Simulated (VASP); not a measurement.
# PbS (Galena): band structure with r2SCAN

PbS (Galena):

```
CELL_PARAMETERS angstrom
0.00000 2.96575 2.96575
2.96575 0.00000 2.96575
2.96575 2.96575 0.00000
ATOMIC_POSITIONS crystal
Pb 0.00000 0.00000 0.00000
S 0.50000 0.50000 0.50000
```

| Item | Value |
| --- | --- |
| Program | VASP 6.6.1 |
| Task | band structure |
| Functional | r2SCAN |
| Potentials or basis | VASP PAW PBE potentials, release 64 (Pb_d, S) |
| Cutoff | 520 eV |
| k mesh | 8 × 8 × 8 |
| Occupations | fermi-dirac, width 0.05 eV |
| Spin | no spin polarisation |
| Further INCAR settings | ALGO = Normal; EDIFF = 1e-06; NBANDS = 17 |

The pressure is 1.3 GPa. The band gap on the k mesh is 0.62 eV, direct. The band gap along the path is 0.62 eV, direct.

Levels at the corners of the path, in eV from the valence-band top:
```
point  band 7  band 8  band 9  band 10  band 11  band 12  band 13  band 14
    Γ   -6.11   -2.34   -2.34    -2.34     5.55     5.55     5.55     7.13
    X   -7.37   -5.39   -3.62    -3.62     4.14     6.00     6.08     6.08
    X   -7.37   -5.39   -3.62    -3.62     4.14     6.00     6.08     6.08
    W   -8.17   -4.61   -4.61    -1.12     2.46     5.01     5.01     8.62
    W   -8.17   -4.61   -4.61    -1.12     2.46     5.01     5.01     8.62
    K   -8.21   -4.97   -3.11    -2.58     3.62     4.43     5.43     6.61
    K   -8.21   -4.97   -3.11    -2.58     3.62     4.43     5.43     6.61
    Γ   -6.11   -2.34   -2.34    -2.34     5.55     5.55     5.55     7.13
    Γ   -6.11   -2.34   -2.34    -2.34     5.55     5.55     5.55     7.13
    L   -9.12   -1.94   -1.94     0.00     0.62     2.17     2.17     9.16
    L   -9.12   -1.94   -1.94     0.00     0.62     2.17     2.17     9.16
    U   -8.21   -4.97   -3.11    -2.58     3.62     4.43     5.43     6.61
    U   -8.21   -4.97   -3.11    -2.58     3.62     4.43     5.43     6.61
    W   -8.17   -4.61   -4.61    -1.12     2.46     5.01     5.01     8.62
    W   -8.17   -4.61   -4.61    -1.12     2.46     5.01     5.01     8.62
    L   -9.12   -1.94   -1.94     0.00     0.62     2.17     2.17     9.16
    L   -9.12   -1.94   -1.94     0.00     0.62     2.17     2.17     9.16
    K   -8.21   -4.97   -3.11    -2.58     3.62     4.43     5.43     6.61
    U   -8.21   -4.97   -3.11    -2.58     3.62     4.43     5.43     6.61
    X   -7.37   -5.39   -3.62    -3.62     4.14     6.00     6.08     6.08
```

Run time: 2.7 min on 1 thread of Intel(R) Xeon(R) Platinum 8488C (Sapphire Rapids), with other jobs on the host, peak memory 0.19 GiB.

Caveat: the PAW data sets were made with another functional, which shifts forces and pressure a little; spin-orbit coupling is left out, which as a rule narrows the gap of such compounds by several tenths of an eV.
